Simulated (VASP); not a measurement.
Te2Pt:

```
Te Pt
1.0
     4.01800    0.00000    0.00000
    -2.00900    3.47969    0.00000
     0.00000    0.00000    5.21200
Te Pt
2 1
Direct
  0.33333 0.66667 0.25000
  0.66667 0.33333 0.75000
  0.00000 0.00000 0.00000
```

Base run:

* Program: VASP 6.6.1
* Functional: PBEsol
* Potentials or basis: VASP PAW PBE potentials, release 64 (Te, Pt)
* Cutoff: 520 eV
* k mesh: 6 × 6 × 4
* Occupations: gaussian, width 0.05 eV
* Spin: collinear spin, ferromagnetic start
* Starting moments: [0.5, 0.5, 0.0] μB
* Fixed moment: 1 μB
* Hubbard terms: Pt d U = 5 eV

Its results: pressure 1.2 GPa; site moments Te +0.20; Pt +0.30 μB; largest force 0.591 eV/Å.

**Question.** The run is repeated on the same cell with these changes: hubbard terms from Pt d U = 5 eV to Pt d U = 8 eV; further incar settings from ALGO = Normal; EDIFF = 1e-07 to ALGO = Normal; EDIFF = 1e-06. What comes out?

**Answer.** Pressure -1.5 GPa; site moments Te +0.20; Pt +0.33 μB; largest force 0.306 eV/Å.

Caveats: the PAW data sets were made with another functional, which shifts forces and pressure a little; the total moment is fixed, so each spin has its own Fermi level; the U is typed as a test and isn't derived for this compound.
